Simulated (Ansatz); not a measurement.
# Ag: the cost of one run

Program: Ansatz 0.2.0. Level of theory: DFT PBE, scalar-relativistic, plane waves, PAW. These are calculated values, not measurements.

1 further run of the same task is left out (set aside as unsound or not needed).

**1. The system as given**

Symmetry: P6_3/mmc, No. 194, hexagonal system. The conventional cell has a = 2.934 Å, b = 2.934 Å, c = 4.799 Å, α = 90.00°, β = 90.00°, γ = 120.00°. Ag (site symmetry -6m2) is surrounded by 12 Ag at 2.93 to 2.94 Å.

As a file:

```
Ag
1.0
     2.93418    0.00000    0.00000
    -1.46709    2.54107    0.00000
     0.00000    0.00000    4.79908
Ag
2
Direct
  0.33333 0.66667 0.25000
  0.66667 0.33333 0.75000
```

It is the result of an earlier relaxation at this level (volume 17.89 Å³/atom; gap on the mesh: none (metal)).

**2. Bulk reference on the slab's mesh**

input.yaml

```yaml
crystal:
  lattice:
    - [2.93417701, 0.0, 0.0]
    - [-1.467088505, 2.5410718299, 0.0]
    - [0.0, 0.0, 4.7990779274]
  atoms:
    - { symbol: Ag, position: [0.3333333333, 0.6666666667, 0.25] }
    - { symbol: Ag, position: [0.6666666667, 0.3333333333, 0.75] }
basis:
  ecutwfc: 420
kpoints:
  mp_grid: { grid: [12, 12, 7] }
hamiltonian:
  xc: pbe
scf:
  occupations: { method: gaussian, width: 0.1 }
output:
  forces: true
  stress: true
  eigenvalues: true
```

Run with:

```
$ ansatz run input.yaml --threads 1 --pin off --max-ram 2560MiB --backend cpu --events-out ev --progress --plain --runs-dir out
```

**Question.** How long does this run take on 1 thread of Arm Neoverse V1, shared host, and how much memory does it need?

About 2.7 s, with a peak of 0.32 GiB.
